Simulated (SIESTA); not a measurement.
C:

```
C
1.0
     0.00000    1.78337    1.78337
     1.78337    0.00000    1.78337
     1.78337    1.78337    0.00000
C
2
Direct
  0.75000 0.75000 0.75000
  0.50000 0.50000 0.50000
```

This isn't the form of C at room conditions, which is graphite.

Base run:

* Program: SIESTA 5.4.2
* Functional: LDA
* Potentials or basis: PseudoDojo 0.4 standard (LDA files)
* Basis: DZP (energy shift 0.003 Ry)
* Grid cutoff: 500 Ry
* Energy shift: 0.003 Ry
* k mesh: 13 × 13 × 13
* Occupations: fermi-dirac, width 0.05 eV
* Spin: no spin polarisation

Its results: band gap on the k mesh 4.24 eV, indirect (least direct gap 5.63 eV); pressure -3.1 GPa.

Question: The run is repeated on the same cell with these changes: functional from LDA to AM05; potentials or basis from PseudoDojo 0.4 standard (LDA files) to PseudoDojo 0.4 standard (PBEsol files). What comes out?

Answer: Band gap on the k mesh 4.14 eV, indirect (least direct gap 5.61 eV); pressure 3.6 GPa.

Caveats: the basis of atomic orbitals isn't converged, which shifts pressures, moduli and gaps; the potentials were made for another functional, which shifts forces and pressure (some runs).
